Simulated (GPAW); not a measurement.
# FeO (Wuestite) (R-3m) in GPAW: settings compared

One crystal, FeO (Wuestite), is run at these levels: LDA, RPBE+U; tasks: magnons, single point.

All numbers are computed with GPAW 26.7.0; they aren't measurements. Logs are shortened: lines on timing, memory, paths and dates and some standing lists are left out, and cuts for length are marked. The log counts tension as positive stress, the text compression.

## 1. The structure

Symmetry: R-3m, No. 166, trigonal system. Conventional cell: a = 2.997 Å, b = 2.997 Å, c = 7.457 Å, α = 90.00°, β = 90.00°, γ = 120.00°. Fe (site symmetry -3m) has 6 O at 2.13 Å as nearest neighbours. O (site symmetry -3m) is surrounded by 6 Fe at 2.13 Å.

## 2. Magnons, LDA, collinear spin, ferromagnetic start

run.py reads:

```python
import numpy as np
from ase import Atoms
from ase.dft.bandgap import bandgap
from ase.io import write
from gpaw import GPAW, PW
from gpaw.response import ResponseContext, ResponseGroundStateAdapter
from gpaw.response.chiks import ChiKSCalculator
from gpaw.response.heisenberg import calculate_fm_magnon_energies
from gpaw.response.localft import LocalFTCalculator
from gpaw.response.mft import IsotropicExchangeCalculator
from gpaw.response.site_kernels import SphericalSiteKernels

atoms = Atoms(['Fe', 'O'],
              cell=[[1.4982937792, 0.8650403168, 2.4855247686],
                    [-1.4982937792, 0.8650403168, 2.4855247686],
                    [0.0, -1.7300806335, 2.4855247686]],
              scaled_positions=[[0.0, 0.0, 0.0],
                                [0.5, 0.5, 0.5]],
              pbc=True)
atoms.set_initial_magnetic_moments([4.0, 0.0])

calc = GPAW(mode=PW(600),
            xc='LDA',
            kpts={'size': (9, 9, 9), 'gamma': True},
            occupations={'name': 'fermi-dirac', 'width': 0.05},
            nbands=17,
            convergence={'density': 0.0001},
            maxiter=150,
            txt='gpaw.txt')
atoms.calc = calc
energy = atoms.get_potential_energy()
calc.write('gs.gpw')
write('result.traj', atoms)
print(f'Energy: {energy:.6f} eV')
print('Moments:', calc.get_magnetic_moments().round(3))
print('Fermi level:', round(calc.get_fermi_level(), 4), 'eV')
print(f'Gap: {bandgap(calc)[0]:.4f} eV, direct: {bandgap(calc, direct=True)[0]:.4f} eV')

dense = calc.fixed_density(kpts={'size': (8, 8, 8), 'gamma': True},
                           nbands=31, convergence={'bands': 25, 'eigenstates': 1e-12},
                           update_fermi_level=True, maxiter=300, txt='dense.txt')
dense.write('dense.gpw', mode='all')

sites = [0]
moments = calc.get_magnetic_moments()[sites]
q_qc = np.array([[0.0, 0.0, 0.0], [0.125, 0.0, 0.0], [0.25, 0.0, 0.0], [0.5, 0.0, 0.0], [0.125, 0.125, 0.0], [0.25, 0.25, 0.0], [0.5, 0.5, 0.0]])
gs = ResponseGroundStateAdapter.from_gpw_file('dense.gpw')
context = ResponseContext(txt='mft.txt')
chiks = ChiKSCalculator(gs, context, ecut=150, nbands=25, gammacentered=True)
exchange = IsotropicExchangeCalculator(chiks, LocalFTCalculator.from_rshe_parameters(gs, context))
kernels = SphericalSiteKernels(atoms.positions[sites], [[1.012] * len(sites)])
J_qab = np.array([exchange(q_c, kernels)[..., 0] for q_c in q_qc])
E_qn = calculate_fm_magnon_energies(J_qab, q_qc, moments)
np.savetxt('exchange.dat', np.c_[q_qc, 1000 * J_qab.real.reshape((len(q_qc), -1))], fmt='%.4f')
np.savetxt('magnons.dat', np.c_[q_qc, 1000 * E_qn.real], fmt='%.4f')
for q_c, E_n in zip(q_qc, E_qn):
    print(q_c.round(4), 'magnon energies (meV):', (1000 * E_n.real).round(2))
```

Potentials or basis: the program's PAW data sets (release 1.2.1) made for this functional, pw.

Started as:

```bash
OMP_NUM_THREADS=1 python run.py
```

gpaw.txt:

```text
__  _  _
 | _ |_)|_||  |
 |__||  | ||/\| - 26.7.0

Input parameters:
  mode=PW(ecut=600.0),
  convergence={'density': 0.0001},
  kpts=MonkhorstPack(size=(9, 9, 9), gamma=True),
  maxiter=150,
  nbands=17,
  occupations=Occupations(name='fermi-dirac', width=0.05),
  xc=XC(name='LDA')

Diagonalizing LCAO Hamiltonian
Converting LCAO to pw mode

       O

       Fe

Atoms  # Å, Bohr magnetons
|   | symbol |        x |        y |        z |    initial magnetic moments |
|---|--------|----------|----------|----------|-----------------------------|
| 0 |     Fe | 0.000000 | 0.000000 | 0.000000 | ( 0.0000,  0.0000,  4.0000) |
| 1 |      O | 0.000000 | 0.000000 | 3.728287 | ( 0.0000,  0.0000,  0.0000) |

Unit cell  # Å
| periodic |         x |         y |        z |  lengths |    angles |
|----------|-----------|-----------|----------|----------|-----------|
|      yes |  1.498294 |  0.865040 | 2.485525 | 3.028368 | 59.306913 |
|      yes | -1.498294 |  0.865040 | 2.485525 | 3.028368 | 59.306913 |
|      yes |  0.000000 | -1.730081 | 2.485525 | 3.028368 | 59.306913 |

Number of symmetries: 12
Symmetry operations  # r_c * U_cc + t_c -> r_c
|    | kind |            matrix            |
|----|------|------------------------------|
|  0 |  E   |  1, 0, 0,  0, 1, 0,  0, 0, 1 |
|  1 |  σ   |  1, 0, 0,  0, 0, 1,  0, 1, 0 |
|  2 |  σ   |  0, 1, 0,  1, 0, 0,  0, 0, 1 |
|  3 |  C3  |  0, 1, 0,  0, 0, 1,  1, 0, 0 |
|  4 |  C3  |  0, 0, 1,  1, 0, 0,  0, 1, 0 |
|  5 |  σ   |  0, 0, 1,  0, 1, 0,  1, 0, 0 |
|  6 |  C2  |  0, 0,-1,  0,-1, 0, -1, 0, 0 |
|  7 |  S6  |  0, 0,-1, -1, 0, 0,  0,-1, 0 |
|  8 |  S6  |  0,-1, 0,  0, 0,-1, -1, 0, 0 |
|  9 |  C2  |  0,-1, 0, -1, 0, 0,  0, 0,-1 |
| 10 |  C2  | -1, 0, 0,  0, 0,-1,  0,-1, 0 |
| 11 |  i   | -1, 0, 0,  0,-1, 0,  0, 0,-1 |

BZ-sampling:
  Number of BZ points: 729
  Number of IBZ points: 85

  Monkhorst-Pack size: [9, 9, 9]
  Monkhorst-Pack shift: [0, 0, 0]

K-points  # in reciprocal-cell coordinates
|     |                                coordinates |     weight |
|-----|--------------------------------------------|------------|
|   0 | (  0.00000000,   0.00000000,   0.00000000) | 0.00137174 |
|   1 | (  0.11111111,   0.00000000,  -0.11111111) | 0.00823045 |
|   2 | (  0.11111111,   0.00000000,   0.00000000) | 0.00823045 |
|   3 | (  0.11111111,   0.11111111,  -0.11111111) | 0.00823045 |
|   4 | (  0.11111111,   0.11111111,   0.00000000) | 0.00823045 |
|   5 | (  0.11111111,   0.11111111,   0.11111111) | 0.00274348 |
|   6 | (  0.22222222,  -0.11111111,  -0.11111111) | 0.00823045 |
|   7 | (  0.22222222,   0.00000000,  -0.22222222) | 0.00823045 |
|   8 | (  0.22222222,   0.00000000,  -0.11111111) | 0.01646091 |
|   9 | (  0.22222222,   0.00000000,   0.00000000) | 0.00823045 |
| ... |                                            |            |
|  84 | (  0.44444444,   0.44444444,   0.44444444) | 0.00274348 |

Plane wave coefficients: 658
Cutoff: 600.0 eV

Spin-components: 2 (collinear spins)
Bands:           17
Projectors:      11
Spin-degeneracy: 1
Datatype:        complex128

Parallelization:
  kpt:    1
  domain: 1
  band:   1

Density:
  Valence electrons: 14.0
  Components: 2
  Grid points: [18 18 18]
  Charge: 0.0  # |e|

Potential:
  Grid points: [18 18 18]

species:
  Fe:
    name:    Iron
    Z:       26.0
    valence: 8
    core:    18
    charge:  0.0  # [|e|]
    compensation charges:
      type: gauss
      rc: 0.33  # [Å]
      lmax: 2
    cutoffs:
      filter: 2.06  # [Å]
      core: 2.67  # [Å]
    projectors
    | kind |    occ | energy [eV] | rcut [Å] |
    |------|--------|-------------|----------|
    |   4s |  2.000 |      -5.481 |    1.164 |
    |   4p |  0.000 |      -1.431 |    1.058 |
    |   3d |  6.000 |      -7.753 |    1.058 |
    |    s |        |      21.730 |    1.164 |
    |    p |        |      25.780 |    1.058 |
    |    d |        |      19.459 |    1.058 |

    Using partial waves for Fe as LCAO basis

  O:
    name:    Oxygen
    Z:       8.0
    valence: 6
    core:    2
    charge:  0.0  # [|e|]
    compensation charges:
      type: gauss
      rc: 0.21  # [Å]
      lmax: 2
    cutoffs:
      filter: 1.17  # [Å]
      core: 0.83  # [Å]
    projectors
    | kind |    occ | energy [eV] | rcut [Å] |
    |------|--------|-------------|----------|
    |   2s |  2.000 |     -23.752 |    0.688 |
    |   2p |  4.000 |      -9.195 |    0.598 |
    |    s |        |       3.459 |    0.688 |
    |    p |        |      18.016 |    0.598 |
    |    d |        |       0.000 |    0.619 |

    Using partial waves for O as LCAO basis

Reference energy: -36585.847439  # eV

eigensolver:
  PPCG
  Converge bands: occupied
  niter=2

density mixing:
  MSR1-Mixer
  Pratt-step length: 0.05
  Maximum mixing coefficient: 0.75
  Old densities: 10
  SVD Regularization: 0.005
  Good broyden scale: 1.0
  Trust region scale: 1.0
  Backstep threshold: 4.0
  History deletion threshold: 6.0
  Fourier metric: weight=20.0, sigma=0.015

occupation numbers:
  Fermi-Dirac:
    width: 0.0500  # eV

poisson solver:
  ecut: 4800.0  # eV

xc functional:
  name: None

convergence criteria:
- Maximum integral of absolute [dens]ity change: 0.0001 electrons / valence electron
- Maximum [total energy] change in last 3 cyles: 0.0005 eV / valence electron
- Maximum integral of absolute [eigenst]ate change: 4e-08 eV^2 / valence electron
maximum number of iterations: 150

SCF iterations
|iter     | |      energy | eigst |  dens |  magmom |
|---------|-|-------------|-------|-------|---------|
|iter:   1| |  -18.218909 | -0.00 |       |  +4.0029|
|iter:   2| |  -17.992175 | -1.68 | -0.86 |  +4.0029|
|iter:   3| |  -17.508885 | -1.51 | -0.90 |  +4.0019|
|iter:   4| |  -17.525692 | -2.55 | -1.29 |  +3.9805|
|iter:   5| |  -17.530717 | -2.91 | -1.61 |  +3.9808|
|iter:   6| |  -17.533621 | -3.72 | -1.84 |  +3.9695|
|iter:   7| |  -17.534035c| -4.52 | -2.54 |  +3.9738|
|iter:   8| |  -17.534086c| -5.50 | -3.07 |  +3.9764|
|iter:   9| |  -17.534088c| -6.83 | -3.62 |  +3.9779|
|iter:  10| |  -17.534089c| -7.83c| -4.60c|  +3.9781|

Converged in 10 steps
Energy contributions relative to reference atoms: (reference = -36585.847439)

Energy contributions:
  Kinetic:          25.130265
  Coulomb:         -21.775006
  Zero:              0.164319
  External:          0.000000
  Xc:              -21.047918
  Entropy:          -0.011498
  Spinorbit:         0.000000
  ----------------------------
  Free energy:     -17.539838
  Extrapolated:    -17.534089

dipole moment: (0.000000, -0.000000, -18.043051)  # |e|*Ang

Total magnetic moment: (0.000000, 0.000000, 3.978132)

Local magnetic moments
|        x |        y |        z |
|----------|----------|----------|
| 0.000000 | 0.000000 | 3.490381 |  # Fe   0
| 0.000000 | 0.000000 | 0.248462 |  # O    1

Fermi level: 9.248
Eigenvalues  # (at kpt = [0.000, 0.000, 0.000])
| band index |      eig [eV] | occ [0-1] |      eig [eV] | occ [0-1] |
|------------|---------------|-----------|---------------|-----------|
|          0 |       -11.561 |     1.000 |       -10.967 |     1.000 |
|          1 |         5.195 |     1.000 |         5.822 |     1.000 |
|          2 |         5.302 |     1.000 |         5.932 |     1.000 |
|          3 |         5.302 |     1.000 |         5.932 |     1.000 |
|          4 |         5.468 |     1.000 |         8.406 |     1.000 |
|          5 |         5.540 |     1.000 |         8.502 |     1.000 |
[... 9 lines left out ...]
|         15 |        26.564 |     0.000 |        27.702 |     0.000 |
|         16 |        26.564 |     0.000 |        27.702 |     0.000 |

No gap
No difference between direct/indirect transitions
# Writing to gs.gpw (mode='')
```

stdout:

```text
Energy: -17.534089 eV
Moments: [3.49  0.248]
Fermi level: 9.2483 eV
Gap: 0.0000 eV, direct: 0.0000 eV
[0. 0. 0.] magnon energies (meV): [0.]
[0.125 0.    0.   ] magnon energies (meV): [-18.97]
[0.25 0.   0.  ] magnon energies (meV): [-70.58]
[0.5 0.  0. ] magnon energies (meV): [-302.47]
[0.125 0.125 0.   ] magnon energies (meV): [-26.33]
[0.25 0.25 0.  ] magnon energies (meV): [-34.61]
[0.5 0.5 0. ] magnon energies (meV): [191.6]
```

mft.txt:

```text
Calculating f(G)
    Calculating PAW corrections

    RSHE of atom 0
      (l,m)   max weight  avg weight  included
      (0,0)   1.00000000  0.98563210  yes
      (1,-1)  0.00000000  0.00000000  yes
      (1,0)   0.00000000  0.00000000  yes
      (1,1)   0.00000000  0.00000000  yes
      (2,-2)  0.00000000  0.00000000  yes
      (2,-1)  0.00000024  0.00000000  yes
      (2,0)   0.07646418  0.00025094  yes
[... 216 lines left out ...]

Setting up a generalized Kohn-Sham susceptibility calculation with:
    Spin component: +-
    q_c: [0.125, 0.125, 0.0]
    Number of frequency points: 1
    Number of bands included: 25
Resulting in:
    A total number of band and spin transitions of: 390
[... 102 lines left out ...]
Symmetries of q_c:
    Direct symmetries (Uq -> q): 4
    Indirect symmetries (TUq -> q): 0
In total 4 allowed symmetries.

  ( 1  0  0)  ( 0  1  0)  ( 0 -1  0)  (-1  0  0)
  ( 0  1  0)  ( 1  0  0)  (-1  0  0)  ( 0 -1  0)
  ( 0  0  1)  ( 0  0  1)  ( 0  0 -1)  ( 0  0 -1)

150 groups of equivalent kpoints. 70.703125% reduction.
```

Wall time 3.6 min (1 thread of Intel Xeon 6975P-C (Granite Rapids), shared host); peak memory 0.41 GiB.

What came out:

- Free energy: -17.5398 eV
- Band gap on the k mesh: none (metal or under the smearing width)
- Net moment: 3.98 μB per cell
- Site moments: Fe +3.49; O +0.25 μB

Caveat: the number of bands moves the energies at small q by some ten meV; the exchange constants hang on this mesh and on the site radius; magnon energies are noisy on this mesh; a cell with one magnetic atom can't hold antiferromagnetic order, which such compounds often take; semilocal functionals often make such compounds metallic where correlation or magnetic order opens a gap, which also shifts bond lengths.

(Part 1 of 2 ends here.)
